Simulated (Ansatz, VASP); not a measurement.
**One calculation of BP, two programs**

```xyz
2
Lattice="0.0000 2.2690 2.2690 2.2690 0.0000 2.2690 2.2690 2.2690 0.0000" Properties=species:S:1:pos:R:3 pbc="T T T"
B     0.0000    0.0000    0.0000
P     1.1345    1.1345    1.1345
```

Alike in both runs: task relaxation of cell and atoms; functional LDA; k mesh 10 × 10 × 10; occupations fermi-dirac, width 0.02 eV; no spin polarisation.

|  | VASP | Ansatz |
| --- | --- | --- |
| version | VASP 6.6.1 | Ansatz 0.2.0 |
| potentials or method | VASP PAW LDA potentials, release 64 (B, P) | PAW plane waves |
| plane-wave cutoff (eV) | 600 | 420 |
| valence electrons in the cell | 8 | 8 |

```csv
,VASP,Ansatz,Ansatz less VASP
"gap on the k mesh at the Fermi level, each at its own relaxed structure (eV)",1.15,1.15,0.000
relaxed volume (Å³/atom),11.31,11.32,+0.008
relaxed cell length with the largest relative difference (Å),3.175,3.175,+0.0008
energy change over the relaxation (meV/atom),-6,-6,+0.3
```

Ansatz warned: «pseudo_functional_mismatch».

A k mesh can miss the band edges. LDA usually gives volumes a few per cent too small. Expect the measured gap to be larger: semilocal functionals such as LDA lack the derivative discontinuity.
